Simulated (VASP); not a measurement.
A run of VASP 6.6.1 is set up as follows.

INCAR

```
PREC = Accurate
ENCUT = 600
EDIFF = 1E-6
ISMEAR = 0
SIGMA = 0.03
LREAL = False
LASPH = True
NELM = 80
ALGO = Normal
ISIF = 3
LWAVE = False
LCHARG = False
GGA = MK
LUSE_VDW = True
AGGAC = 0.0
PARAM1 = 0.1234
PARAM2 = 1.0
IBRION = 2
NSW = 90
EDIFFG = -0.01
```

The input KPOINTS:

```
Automatic mesh
0
Gamma
  9 9 5
```

The input POSCAR:

```
SnS2
1.0
    3.6390000000      0.0000000000      0.0000000000
   -1.8195000000      3.1514664444      0.0000000000
    0.0000000000      0.0000000000      5.8680000000
Sn S
1 2
Direct
    0.0000000000      0.0000000000      0.0000000000
    0.3333333333      0.6666666667      0.2500000000
    0.6666666667      0.3333333333      0.7500000000
```

Potentials or basis: VASP PAW PBE potentials, release 64 (Sn_d, S).

Launch:

```sh
$ cat potpaw_PBE.64/Sn_d/POTCAR potpaw_PBE.64/S/POTCAR > POTCAR
$ mpirun -np 1 vasp_std > vasp.out
```

Estimate the relaxed volume.

23.10 Å³/atom.

What does it give for the space group after relaxing (to 0.05 Å)?

P-3m1 (No. 164).

Final structure:
```cif
data_structure
_symmetry_space_group_name_H-M 'P 1'
_symmetry_Int_Tables_number 1
_cell_length_a 3.6819
_cell_length_b 3.6819
_cell_length_c 5.9038
_cell_angle_alpha 90.000
_cell_angle_beta 90.000
_cell_angle_gamma 120.000
_cell_volume 69.31
loop_
_atom_site_label
_atom_site_type_symbol
_atom_site_fract_x
_atom_site_fract_y
_atom_site_fract_z
_atom_site_occupancy
Sn1 Sn 0.00000 0.00000 0.00000 1
S1 S 0.33333 0.66667 0.25128 1
S2 S 0.66667 0.33333 0.74872 1
```

Caveat: the PAW data sets were made with another functional, which shifts forces and pressure a little. Zero-point motion and thermal expansion aren't in these numbers.
